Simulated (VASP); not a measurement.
Write the native input for VASP 6.6.1 that does the following.

* Task: relaxation of the atoms
* Functional: PBE
* Potentials or basis: VASP PAW PBE potentials, release 64 (F)
* Cutoff: 520 eV
* k mesh: 1 × 1 × 1
* Occupations: gaussian, width 0.01 eV
* Spin: no spin polarisation
* Further INCAR settings: ALGO = Fast; EDIFF = 1e-07; ISYM = 0; IBRION = 2; EDIFFG = -0.005; NSW = 40

The structure of F lies in POSCAR:

```
F
1.0
   12.0000000000      0.0000000000      0.0000000000
    0.0000000000     12.5000000000      0.0000000000
    0.0000000000      0.0000000000     13.0000000000
F
2
Direct
    0.5000000000      0.5000000000      0.4453846200
    0.5000000000      0.5000000000      0.5546153800
```

The cell was built by a generator and needn't be a form met in nature.

These files were run (other wordings do the same):

INCAR

```
SYSTEM = F
  ALGO = Fast
  EDIFF = 1E-7
  EDIFFG = -0.005
  ENCUT = 520
  GGA = PE
  IBRION = 2
  ISIF = 2
  ISMEAR = 0
  ISYM = 0
  LASPH = .TRUE.
  LCHARG = .FALSE.
  LREAL = .FALSE.
  LWAVE = .FALSE.
  NELM = 80
  NSW = 40
  PREC = Accurate
  SIGMA = 0.01
```

KPOINTS

```
k-points
0
G
  1 1 1
  0 0 0
```

Potentials or basis: VASP PAW PBE potentials, release 64 (F).

Launch:

```bash
$ cat potpaw_PBE.64/F/POTCAR > POTCAR
$ mpirun -np 2 vasp_gam > vasp.out
```

Results of the run:

The energy gained by relaxing is 0.2 meV/atom. The ionic steps are 3 and the band gap on the k mesh is 3.41 eV, direct.

It took 2.9 min on 2 MPI ranks on Intel(R) Xeon(R) Platinum 8488C (Sapphire Rapids), with other jobs on the host, peak memory 0.9 GiB a rank.
